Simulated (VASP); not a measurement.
## Cu: equation of state with PBE

Crystal: Cu.

```xyz
2
Lattice="1.2185 -3.9764 0.0000 1.2185 3.9764 0.0000 0.0000 0.0000 2.4755" Properties=species:S:1:pos:R:3 pbc="T T T"
Cu    1.2185   -2.9118    1.8566
Cu    1.2185    2.9118    0.6189
```

This isn't the form of Cu at room conditions, which is fcc.

| Property | Result |
| --- | --- |
| Program | VASP 6.6.1 |
| Task | equation of state |
| Functional | PBE |
| Potentials or basis | VASP PAW PBE potentials, release 64 (Cu) |
| Cutoff | 520 eV |
| k mesh | 11 × 11 × 11 |
| Occupations | fermi-dirac, width 0.05 eV |
| Spin | no spin polarisation |
| Further INCAR settings | ALGO = Normal; EDIFF = 1e-07; NBANDS = 18 |

```
Equilibrium volume                        : 12.61 Å³/atom
Bulk modulus at fixed shape and positions : 126 GPa
Pressure derivative of the bulk modulus   : 5.0
```

Energy against volume, from the lowest point:
| volume (Å³/atom) | energy (meV/atom) |
| --- | --- |
| 11.274 | 69.49 |
| 11.514 | 44.82 |
| 11.754 | 26.19 |
| 11.994 | 12.95 |
| 12.234 | 4.49 |
| 12.474 | 0.34 |
| 12.714 | 0.00 |

All runs of the series together: 9.5 min on 1 thread of Intel(R) Xeon(R) Platinum 8375C CPU @ 2.90GHz (Ice Lake) (shared host).

Caveat: the cell was scaled at fixed shape and fractional positions, which overstates the stiffness of a crystal with free parameters, most of all of layers and chains.
